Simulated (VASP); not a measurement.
Input of a VASP 6.6.1 run:

Contents of INCAR:

```
SYSTEM = Al7N8
PREC = Accurate
ENCUT = 520
EDIFF = 1E-6
ISMEAR = -1
SIGMA = 0.05
LREAL = Auto
LASPH = .TRUE.
NELM = 100
ALGO = Fast
ISIF = 2
LWAVE = .FALSE.
LCHARG = .FALSE.
GGA = PS
NBANDS = 44
```

KPOINTS

```
Automatic mesh
0
G
  3 3 3
  0 0 0
```

POSCAR

```
Al7N8
1.0
    6.3768608000      0.0000000000      0.0000000000
   -3.1884304000      5.5225156000      0.0000000000
    0.0000000000      0.0000000000      5.1173090900
N Al
8 7
Direct
    0.3373415713      0.1682054099      0.3743666772
    0.1356759334      0.2713154853      0.8609440865
    0.3331280024      0.6660232884      0.4586254140
    0.1361877380      0.8632207395      0.8610632898
    0.8309811622      0.1682521277      0.3743610101
    0.6664747445      0.3329267191      0.8759408355
    0.8310873020      0.6620135215      0.3743701946
    0.7275351197      0.8634546908      0.8610038836
    0.3415454290      0.1702360062      0.0059804869
    0.1635767028      0.3270361065      0.4950486585
    0.1636972287      0.8355918451      0.4951406990
    0.8288119788      0.1703658384      0.0060004193
    0.6664712203      0.3328729393      0.4972701385
    0.8290714237      0.6578911248      0.0059396451
    0.6721308054      0.8356530491      0.4950965352
```

Potentials or basis: VASP PAW PBE potentials, release 64 (N, Al).

Run with:

```bash
$ cat potpaw_PBE.64/N/POTCAR potpaw_PBE.64/Al/POTCAR > POTCAR
$ mpirun -np 1 vasp_std > vasp.out
```

Q: Estimate the largest force.

A: 0.008 eV/Å.

Q: Estimate the pressure.

A: -6.4 GPa.

Q: What does it give for the band gap on the k mesh?

A: None (metal or under the smearing width).

Stress tensor (GPa, compression positive):
```
-8.21 -0.01 -0.01
-0.01 -8.23  0.01
-0.01  0.01 -2.84
```

Caveat: the k mesh is coarse (spacing up to 0.41 Å⁻¹), so the values aren't converged; the PAW data sets were made with another functional, which shifts forces and pressure a little.
